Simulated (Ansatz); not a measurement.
Runs of Ansatz 0.2.0 on TiO2. The structure is tetragonal, space group P4_2/mnm (No. 136). The conventional cell has a = 4.600 Å, b = 4.600 Å, c = 2.959 Å, α = 90.00°, β = 90.00°, γ = 90.00°. Ti (site symmetry mmm) is surrounded by 6 O at 1.95 to 1.98 Å. Around O (site symmetry m2m) lie 3 Ti at 1.95 to 1.98 Å. The cell is a database's computed one.

```tsv
task	level	U	cell	k mesh	cutoff (eV)	hubbard projectors	double counting	points for each segment of the path	mesh quality	gap on the mesh (eV)	pressure (GPa)	V0 of scaled cells (Å³/atom)	relaxed volume (Å³/atom)	B0 (GPa)	largest force (eV/Å)
relaxation of cell and atoms	PBE+D3(BJ)	-	relaxed	6 × 6 × 9	420	-	-	-	not flagged	1.87	0.0	-	10.45	-	-
equation of state	BLYP	-	as given	6 × 6 × 9	420	-	-	-	not flagged	-	-	10.88	-	216	-
relaxation of cell and atoms	PBEsol+U	Ti d U = 2 eV	relaxed	6 × 6 × 9	420	ortho-atomic (the default)	fll (the default)	-	not flagged	(d)	0.0	-	10.39	-	-
equation of state	m-r2SCAN	-	as given	6 × 6 × 9	500	-	-	-	not flagged	-	-	10.40	-	252	-
band structure	r2SCAN	-	as given	6 × 6 × 9	500	-	-	14	not flagged	2.20	-1.0	-	-	-	(b)
relaxation of cell and atoms	r2SCAN	-	relaxed	6 × 6 × 9	500	-	-	-	not flagged	2.22	0.0	-	10.40	-	-
relaxation of cell and atoms	PBEsol+D3(BJ)	-	relaxed	6 × 6 × 9	420	-	-	-	not flagged	1.88	0.0	-	(a)	-	-
band structure	PBE+U	Ti d U = 6 eV	as given	6 × 6 × 9	420	ortho-atomic (the default)	fll (the default)	14	not flagged	2.56	10.0	-	-	-	0.01
single point	HISS	-	as given	4 × 4 × 5	420	-	-	-	coarse	4.08	-	-	-	-	0.27
single point	PBEsol0	-	as given	4 × 4 × 5	420	-	-	-	coarse	4.08	-	-	-	-	0.25
single point	PBE-EpsX	-	as given	4 × 4 × 5	420	-	-	-	coarse	2.98	-	-	-	-	0.11
single point	PBE	-	as given	6 × 6 × 9	600	-	-	-	not flagged	1.86	(c)	-	-	-	-
```

Alike in all rows: potentials or basis Ansatz PAW; no spin polarisation; smearing fermi-dirac 0.05 eV.

Estimate the missing entries.

(a) 10.17; (b) 0.06; (c) 4.2; (d) 2.07.

Caveats: some runs use coarse meshes; the PAW data sets come from PBE, with cores solved anew for the run's functional, which leaves a small shift of forces and pressure (some runs); odd divisions of the mesh miss points on the zone boundary, where band edges often lie, so the gap on the mesh can be too wide (some runs); the plane-wave basis is chosen anew once the cell has moved, so the energies of steps on either side of that aren't comparable (some runs); the cell was scaled at fixed shape and fractional positions, which overstates the stiffness of a crystal with free parameters, most of all of layers and chains (some runs); the potentials were made for another functional, which shifts forces and pressure (some runs).

A k mesh can miss the band edges.

Not every run made on this cell is shown here.
